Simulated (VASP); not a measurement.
Write the native input for VASP 6.6.1 that does the following.

| Item | Value |
| --- | --- |
| Task | single point |
| Functional | PBE |
| Dispersion | D3(BJ) |
| Potentials or basis | VASP PAW PBE potentials, release 64 (Sb) |
| Cutoff | 520 eV |
| k mesh | 12 × 12 × 1 |
| Occupations | gaussian, width 0.03 eV |
| Spin | no spin polarisation |
| Dipole correction | yes |
| Further INCAR settings | ALGO = Fast; EDIFF = 1e-06; NBANDS = 12 |

The structure of Sb lies in POSCAR:

```
Sb
1.0
    4.0685005362      0.0000000000      0.0000000000
   -2.0342502681      3.5234248197      0.0000000000
    0.0000000000      0.0000000000     27.1000000030
Sb
2
Direct
    0.3333333333      0.6666666667      0.2583030261
    0.6666666667      0.3333333333      0.3191877488
```

The cell was built by a generator and needn't be a form met in nature.

The input as run:

INCAR

```
  ALGO = Fast
  DIPOL = 0.5 0.5 0.289
  EDIFF = 1E-6
  ENCUT = 520
  GGA = PE
  IDIPOL = 3
  ISIF = 2
  ISMEAR = 0
  IVDW = 12
  LASPH = True
  LCHARG = False
  LDIPOL = True
  LREAL = False
  LWAVE = False
  NBANDS = 12
  NELM = 100
  PREC = Accurate
  SIGMA = 0.03
```

KPOINTS

```
k-points
0
Gamma
  12 12 1
```

Potentials or basis: VASP PAW PBE potentials, release 64 (Sb).

Launch:

```console
$ cat potpaw_PBE.64/Sb/POTCAR > POTCAR
$ mpirun -np 1 vasp_std > vasp.out
```

Results of the run:

| Quantity | Value |
| --- | --- |
| Largest force | 0.091 eV/Å |
| Band gap on the k mesh | 1.19 eV, indirect (least direct gap 1.64 eV) |
| Dispersion energy per atom | -0.237 eV |

Caveat: spin-orbit coupling is left out, which moves the levels of the heavy elements.

It took 84 s on 1 thread of Intel(R) Xeon(R) 6975P-C (Granite Rapids), on a shared host, peak memory 0.48 GiB.
